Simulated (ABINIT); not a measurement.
CuO:

```xyz
4
Lattice="3.1755 0.0000 0.0000 0.0000 3.1755 0.0000 0.0000 0.0000 4.6495" Properties=species:S:1:pos:R:3 pbc="T T T"
Cu    0.0000    0.0000    0.0000
Cu    1.5877    1.5877    0.0000
O     1.5877    0.0000    1.2414
O     0.0000    1.5877    3.4081
```

The cell was built by a generator and needn't be a form met in nature.

- Program: ABINIT 10.8.3 (patched build)
- Task: single point
- Functional: PBE
- Potentials or basis: JTH PAW PBE v2.0
- Cutoff: 707 eV
- k mesh: 8 × 8 × 6
- Occupations: fermi-dirac, width 0.05 eV
- Spin: no spin polarisation

On this cell: pressure 16.8 GPa; largest force 0.864 eV/Å; band gap on the k mesh none (metal or under the smearing width).

The same run follows on a disturbed copy (atoms moved at random, drawn with an rms of 0.05 Å):

```
CELL_PARAMETERS angstrom
3.17550 0.00000 0.00000
0.00000 3.17550 0.00000
0.00000 0.00000 4.64953
ATOMIC_POSITIONS crystal
Cu 0.99804 0.00095 0.99545
Cu 0.49965 0.50733 0.00178
O 0.50550 0.99608 0.26765
O 0.99782 0.50034 0.72497
```

Question: What does the disturbed cell give?

Answer: The energy (extrapolated to zero smearing) moves by +10.9 meV/atom; pressure 15.2 GPa; largest force 1.163 eV/Å; band gap on the k mesh none (metal or under the smearing width).

Forces in eV/Å, atoms in the order of the input:
```
Cu   0.110  0.194 -0.250
Cu  -0.053 -0.341  0.079
O   -0.067  0.117 -0.992
O    0.009  0.030  1.163
```

Stress tensor (GPa, compression positive):
```
 28.12   0.03  -0.26
  0.03  27.83   0.33
 -0.26   0.33 -10.27
```

Caveats: the run has no spin polarisation, though such a crystal can be magnetic; semilocal functionals often make such compounds metallic where correlation or magnetic order opens a gap, which also shifts bond lengths; so large a pressure means that the cell lies far from this level's equilibrium, or that cutoff or potentials fall short (some runs).
